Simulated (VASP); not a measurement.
Input of a VASP 6.6.1 run:

File POSCAR:

```
BAs
1.0
    0.0000000000      2.3885000000      2.3885000000
    2.3885000000      0.0000000000      2.3885000000
    2.3885000000      2.3885000000      0.0000000000
As B
1 1
Direct
    0.7500000000      0.7500000000      0.7500000000
    0.0000000000      0.0000000000      0.0000000000
```

INCAR.step1

```
PREC = Accurate
ENCUT = 450
EDIFF = 1E-8
ISMEAR = 0
SIGMA = 0.01
LREAL = False
LASPH = True
NELM = 80
ALGO = Normal
LWAVE = True
LCHARG = False
GGA = PE
```

INCAR.step2

```
PREC = Accurate
ENCUT = 450
EDIFF = 1E-8
ISMEAR = 0
SIGMA = 0.01
LREAL = False
LASPH = True
NELM = 1
ALGO = Exact
LWAVE = True
LCHARG = False
GGA = PE
NBANDS = 65
LOPTICS = True
ISTART = 1
```

The input INCAR.step3:

```
PREC = Accurate
ENCUT = 450
EDIFF = 1E-8
ISMEAR = 0
SIGMA = 0.01
LREAL = False
LASPH = True
ALGO = EVGW0
LWAVE = False
LCHARG = False
GGA = PE
NELMGW = 1
NBANDS = 65
ENCUTGW = 100
NOMEGA = 64
PRECFOCK = Fast
ISTART = 1
NBANDSGW = 12
```

Contents of KPOINTS:

```
Automatic mesh
0
Gamma
  5 5 5
```

Potentials or basis: VASP PAW PBE potentials, release 64 (As_GW, B_GW).

Command:

```console
$ cat potpaw_PBE.64/As_GW/POTCAR potpaw_PBE.64/B_GW/POTCAR > POTCAR
$ cp INCAR.step1 INCAR
$ mpirun -np 1 vasp_std > vasp.out
$ cp INCAR.step2 INCAR
$ mpirun -np 1 vasp_std > vasp.out
$ cp INCAR.step3 INCAR
$ mpirun -np 1 vasp_std > vasp.out
```

Q: Estimate the quasiparticle gap.

A: 1.65 eV.

Q: Predict the least direct quasiparticle gap.

A: 4.02 eV.

Q: Predict the band gap on the k mesh, mean-field level.

A: 1.17 eV, indirect (least direct gap 3.27 eV).

Caveat: the k mesh is coarse (spacing up to 0.46 Å⁻¹), so the values aren't converged; bands, screening cutoff and mesh are small and nothing is extrapolated, so the quasiparticle values aren't converged; an odd mesh through Γ misses points on the zone boundary, where band edges often lie.
